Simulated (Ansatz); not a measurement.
# C (R-3m, 2 atoms in the cell): the cell at rest, part 2 of 2

Aim: bring C (R-3m, 2 atoms in the cell) to small forces and stress, as phonons need.

Ansatz 0.2.0; DFT PBEsol, scalar-relativistic, plane waves, PAW.

So far. Step 2 (A coarse first look): The coarse mesh shows a gap of 0.77 eV and a pressure of 1.1 GPa.

The database entry behind the starting cell is an old determination (1942), so it need not match the best structure at ambient conditions.

## 4. Bringing the structure to rest (continued)

Valence density in the ac plane of the conventional cell at fractional y = 0.000, with atoms of C within 0.2 Å of it. It is the smooth field of the valence electrons, not physical close to the nuclei.

Values in e/Å³, 24 rows by 16 columns, each cell a mean:
```
0.0 0.0 0.0 0.0 0.0 0.0 0.0 0.0 0.0 0.0 0.0 0.0 0.0 0.0 0.0 0.0
0.2 0.2 0.2 0.2 0.2 0.2 0.1 0.1 0.1 0.1 0.1 0.2 0.2 0.2 0.2 0.2
0.9 0.9 0.8 0.7 0.6 0.5 0.5 0.4 0.4 0.4 0.5 0.5 0.6 0.7 0.8 0.9
1.7 1.8 1.8 1.6 1.4 1.1 0.9 0.8 0.8 0.8 0.9 1.1 1.4 1.6 1.8 1.8
1.5 1.5 1.5 1.4 1.1 0.9 0.8 0.7 0.7 0.7 0.8 0.9 1.1 1.4 1.5 1.5
0.6 0.6 0.5 0.5 0.4 0.4 0.3 0.3 0.3 0.3 0.3 0.4 0.4 0.5 0.5 0.6
0.1 0.1 0.1 0.1 0.1 0.1 0.1 0.1 0.1 0.1 0.1 0.1 0.1 0.1 0.1 0.1
0.0 0.0 0.0 0.0 0.0 0.0 0.0 0.0 0.0 0.0 0.0 0.0 0.0 0.0 0.0 0.0
0.0 0.0 0.0 0.0 0.0 0.0 0.0 0.0 0.0 0.0 0.0 0.0 0.0 0.0 0.0 0.0
0.0 0.0 0.1 0.1 0.1 0.1 0.2 0.2 0.2 0.2 0.2 0.1 0.1 0.1 0.1 0.0
0.1 0.1 0.1 0.2 0.3 0.5 0.6 0.7 0.8 0.7 0.6 0.5 0.3 0.2 0.1 0.1
0.1 0.2 0.2 0.4 0.6 0.9 1.3 1.7 1.8 1.7 1.3 0.9 0.6 0.4 0.2 0.2
0.1 0.2 0.2 0.3 0.5 0.8 1.1 1.4 1.5 1.4 1.1 0.8 0.5 0.3 0.2 0.2
0.1 0.1 0.1 0.2 0.2 0.3 0.4 0.5 0.5 0.5 0.4 0.3 0.2 0.2 0.1 0.1
0.0 0.0 0.0 0.1 0.1 0.1 0.1 0.1 0.1 0.1 0.1 0.1 0.1 0.0 0.0 0.0
0.0 0.0 0.0 0.0 0.0 0.0 0.0 0.0 0.0 0.0 0.0 0.0 0.0 0.0 0.0 0.0
0.0 0.0 0.0 0.0 0.0 0.0 0.0 0.0 0.0 0.0 0.0 0.0 0.0 0.0 0.0 0.0
0.2 0.2 0.2 0.2 0.2 0.1 0.1 0.1 0.1 0.1 0.1 0.1 0.2 0.2 0.2 0.2
0.9 0.9 0.9 0.8 0.6 0.5 0.5 0.4 0.4 0.4 0.5 0.5 0.6 0.8 0.9 0.9
1.7 1.7 1.8 1.6 1.4 1.1 0.9 0.8 0.8 0.8 0.9 1.1 1.4 1.6 1.8 1.7
1.5 1.5 1.5 1.4 1.1 0.9 0.8 0.7 0.7 0.7 0.8 0.9 1.1 1.4 1.5 1.5
0.6 0.6 0.5 0.5 0.4 0.3 0.3 0.3 0.3 0.3 0.3 0.3 0.4 0.5 0.5 0.6
0.1 0.1 0.1 0.1 0.1 0.1 0.1 0.1 0.1 0.1 0.1 0.1 0.1 0.1 0.1 0.1
0.0 0.0 0.0 0.0 0.0 0.0 0.0 0.0 0.0 0.0 0.0 0.0 0.0 0.0 0.0 0.0
```
Columns run along a (2.5 Å), rows up along c (10.8 Å), edges of the conventional cell, whose origin can differ from the input's. Atoms in or near the plane, at fractional coordinates: C at (0.00, 0.83), C at (0.00, 0.17).

ELF in the ac plane of the conventional cell at fractional y = 0.000, with atoms of C within 0.2 Å of it. It is the smooth field of the valence electrons, not physical close to the nuclei.

Ten even steps from '_' (0.01) to '@' (0.92), each cell a mean:
```
..........______________........
++++++====----::::::----====++++
++****######**++==++****####****
..::==##%%%%##**++**##%%%%##==::
----++##%%%%##**++**##%%%%##++--
************++======++**********
====----::::::......::::::----==
________________________________
______________......____________
______..::--==++++++==--::..____
____..::==**##%%%%%%##**==::____
____..--++##@@@@@@@@@@##++--..__
____..::++##%%@@@@@@%%##++::..__
______..--++**######**++--..____
________..::::------::::..______
________________________________
..........______________........
++++++====----::::::----====++++
++****######**++==++**######****
..::==##%%%%##**++**##%%%%##==::
----++##%%%%##**++**##%%%%##++--
**********++++======++**********
--------::::::......::::::------
________________________________
```
Columns run along a (2.5 Å), rows up along c (10.8 Å), edges of the conventional cell, whose origin can differ from the input's. Atoms in or near the plane, at fractional coordinates: C at (0.00, 0.83), C at (0.00, 0.17).

In this step the volume went from 8.99 to 9.44 Å³/atom.

## 5. Relaxing to small forces for the phonons

Phonons need a cell at rest on their own settings, so the relaxation is repeated with tight tolerances on forces and stress, using the mesh and the filling of the phonon run that follows.

Input file input.yaml:

```yaml
crystal:
  lattice:
    - [1.2294543023, 0.7098257724, 3.6069700777]
    - [-1.2294543023, 0.7098257724, 3.6069700777]
    - [0.0, -1.4196515447, 3.6069700777]
  atoms:
    - { symbol: C, position: [0.8333585453, 0.8333585453, 0.8333585453] }
    - { symbol: C, position: [0.1666414547, 0.1666414547, 0.1666414547] }
kpoints:
  mp_grid: { grid: [18, 18, 18] }
hamiltonian:
  xc: pbesol
scf:
  occupations: { method: fixed }
output:
  forces: true
  stress: true
  eigenvalues: true
relax:
  adjacent_minimum: "off"
  f_tol: 0.001
  max_steps: 60
  cell: { stress_tol: 0.01 }
```

The run is started by

```
ansatz run input.yaml --threads 4 --pin off --max-ram 7168MiB --backend cpu --events-out ev --progress --plain --runs-dir out
```

Numbers of over 12 decimals in the logs are rounded to 6 here.

Output:

```text
[...]
Crystal: 2 atoms, lattice volume = 18.887 Å³
Basis set: ecut = 420 eV, 367 PW (Γ), FFT grids on a1−a3, a2−a3, a3, exchange–correlation on 36×36×54 points (8 copies of the dense FFT grid, shifted against one another)
Bands: 8, of which v1, the nominal top of the filled ones, is band 4 counted from 1 (3 counted from 0)
Symmetry: 12 space group operations
[...]
P = ⅓ Tr σ = 0.0047 GPa (0.047 kbar)
--- Band table (eV; the first three rows and the last of 580) ---
[...]
--- Relaxed structure (4 steps of the walk, 4 accepted, 2 SCFs on fresh bases) ---
[...]
cell:  # Å, volume = 18.9235 Å³
    - [1.229446, 0.709821, 3.614026]
    - [-1.229446, 0.709821, 3.614026]
    - [0, -1.419642, 3.614026]
  atoms:
    - { symbol: C, position: [0.833359, 0.833359, 0.833359] }
    - { symbol: C, position: [0.166641, 0.166641, 0.166641] }
[key lines of the parts left out:]
SCF converged after 4 iterations
Free energy (F): -493.381874 eV
Fermi energy:    5.951203 eV
```

Run time: 8.6 s. Hardware: 4 threads of Arm Neoverse V2, shared host; peak memory 0.39 GiB; 33 s of CPU time.

The steps of the relaxation:

| step | energy less that of the first step (eV) | largest force component (eV/Å) | pressure (GPa) | volume (Å³) |
| --- | --- | --- | --- | --- |
| 1 | 0.0000 | 0.0004 | 0.00 | 18.89 |
| 2 | 0.0000 | 0.0001 | 0.00 | 18.89 |
| 3 | 0.0001 | 0.0002 | 0.00 | 18.91 |
| 4* | 0.0000 | 0.0002 | 0.01 | 18.91 |
| 5 | 0.0000 | 0.0001 | 0.00 | 18.92 |
| 6* | 0.0000 | 0.0001 | 0.00 | 18.92 |

Relaxation steps marked * repeat the geometry before them on a plane-wave basis chosen anew for their cell, so energy and pressure can jump there.

Forces are held to the 12 operations that the run works with; a distortion that breaks them can't arise in this run.

| conventional cell, symmetrised | before | after | change |
| --- | --- | --- | --- |
| a (Å) | 2.459 | 2.459 | -0.0 % |
| b (Å) | 2.459 | 2.459 | -0.0 % |
| c (Å) | 10.821 | 10.842 | +0.2 % |
| volume (Å³/atom) | 9.44 | 9.46 | +0.2 % |

The relaxed structure:

```xyz
2
Lattice="1.2294 0.7098 3.6140 -1.2294 0.7098 3.6140 0.0000 -1.4196 3.6140" Properties=species:S:1:pos:R:3 pbc="T T T"
C     0.0000    0.0000    9.0353
C     0.0000    0.0000    1.8067
```

Numbers from this step:

```
pressure           : 0.004695 GPa
gap on the k-mesh  : 0.4267 eV
volume per atom    : 9.462 Å³
direct gap on mesh : 0.4267 eV
```

The largest force component left is 0.14 meV/Å and the pressure is 0.005 GPa, within the tolerances set. The cell now holds 9.46 Å³/atom.

## 6. Outcome

| Property | Result |
| --- | --- |
| space group after relaxation (within 0.01 Å) | R-3m |
| lattice constant a | 2.459 Å |
| lattice constant b | 2.459 Å |
| lattice constant c | 10.842 Å |
| volume per atom | 9.46 Å³ |
| gap on the k-mesh | 0.427 eV |

In words: The largest force component left is 0.14 meV/Å and the pressure is 0.005 GPa, within the tolerances set. The cell now holds 9.46 Å³/atom. The relaxation keeps the symmetry of its start, so it says nothing on stability against lower symmetry.

[Logs are printed without paths, hosts, clocks, repeated set-up lines and the standing remarks that a program may print on its own settings, such as how far it seeks lower states.]

[Hosts, paths, dates, database ids (printed as entryN), source tags and the programs' standing remarks are cut or masked in the printed files.]
